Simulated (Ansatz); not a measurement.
# Ionic part of the dielectric constant of BaO at 16 GPa, mode by mode

All numbers below come from Ansatz 0.2.0, DFT PBEsol, scalar-relativistic, plane waves, PAW. Cutoff 420 eV, 10×10×10 k-points (Γ-centred), fixed occupations. No spin polarisation. Phonons by linear response, acoustic sum rule imposed.

Symmetry: Fm-3m, No. 225, cubic system. The conventional cell has a = 5.228 Å, b = 5.228 Å, c = 5.228 Å, α = 90.00°, β = 90.00°, γ = 90.00°. Ba (site symmetry m-3m) is surrounded by 6 O at 2.61 Å. O (site symmetry m-3m) is surrounded by 6 Ba at 2.61 Å.

Spin–orbit coupling is left out, which matters for heavy elements. The real crystal has changed phase below this pressure.

The primitive cell has V = 35.72 Å³ and ε∞,yy = 4.448. Each polar mode adds Δε = (4.92064×10⁷/V)·S/ν² along y, with S its oscillator strength in e²/amu, ν in cm⁻¹ and V in Å³.

Question: From these modes, find each Δε and ε0,yy.
```tsv
ν (cm⁻¹)	S_yy (e²/amu)
144.5	0.6124
```

Answer:
```
ν (cm⁻¹)     Δε
   144.5  40.40
```

The sum is 40.404, so ε0,yy = 44.85; the run's tensor has 44.85.

Question: Where do the longitudinal modes lie for a wave vector along y?

Answer: At 459 cm⁻¹. The Lyddane–Sachs–Teller product Π(ν_LO/ν_TO)² = 10.08 matches ε0/ε∞ = 10.08.